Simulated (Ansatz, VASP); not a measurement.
**CO2: VASP beside Ansatz**

Contents of INCAR:

```
SYSTEM = CO2
  PREC = Accurate
  ENCUT = 520
  EDIFF = 1E-6
  ISMEAR = 0
  SIGMA = 0.1
  LREAL = .False.
  LASPH = .True.
  NELM = 100
  ALGO = Normal
  ISIF = 2
  LWAVE = .False.
  LCHARG = .False.
  NBANDS = 25
```

The input KPOINTS:

```
regular mesh
0
Gamma
  6 6 6
  0 0 0
```

POSCAR

```
CO2
1.0
   -2.2449486217      2.2449486217      3.3198145870
    2.2449486217     -2.2449486217      3.3198145870
    2.2449486217      2.2449486217     -3.3198145870
C O
2 4
Direct
    0.0000000000      0.0000000000      0.0000000000
    0.7500000000      0.2500000000      0.5000000000
    0.3750000000      0.2235465642      0.3485465642
    0.9735465642      0.6250000000      0.8485465642
    0.7764534358      0.1250000000      0.1514534358
    0.8750000000      0.0264534358      0.6514534358
```

Input for Ansatz:

```yaml
crystal:
  lattice:
    - [-2.2449486217, 2.2449486217, 3.319814587]
    - [2.2449486217, -2.2449486217, 3.319814587]
    - [2.2449486217, 2.2449486217, -3.319814587]
  atoms:
    - { symbol: C, position: [0.0, 0.0, 0.0] }
    - { symbol: C, position: [0.75, 0.25, 0.5] }
    - { symbol: O, position: [0.375, 0.2235465642, 0.3485465642] }
    - { symbol: O, position: [0.9735465642, 0.625, 0.8485465642] }
    - { symbol: O, position: [0.7764534358, 0.125, 0.1514534358] }
    - { symbol: O, position: [0.875, 0.0264534358, 0.6514534358] }
basis:
  ecutwfc: 420
kpoints:
  mp_grid: { grid: [6, 6, 6] }
hamiltonian:
  xc: lda
scf:
  occupations: { method: gaussian, width: 0.1 }
output:
  forces: true
  stress: true
  eigenvalues: true
```

Alike in both runs: task single point; functional LDA; k mesh 6 × 6 × 6; occupations gaussian, width 0.1 eV; no spin polarisation.

|  | VASP | Ansatz |
| --- | --- | --- |
| version | VASP 6.6.1 | Ansatz 0.2.0 |
| potentials or method | VASP PAW LDA potentials, release 64 (C, O) | scalar-relativistic, plane waves, PAW |
| plane-wave cutoff (eV) | 520 | 420 |
| valence electrons in the cell | 32 | 32 |

|  | VASP | Ansatz | Ansatz less VASP |
| --- | --- | --- | --- |
| gap on the k mesh at the Fermi level (eV) | 5.16 | 5.20 | +0.037 |
| least direct gap on the mesh (eV) | 5.27 | 5.31 | +0.041 |
| rms of the force components (eV/Å) | 0.013 | 0.010 | -0.0037 |

Atom by atom the forces differ by 0.023 eV/Å (rms over components).

 A k mesh can miss the band edges.
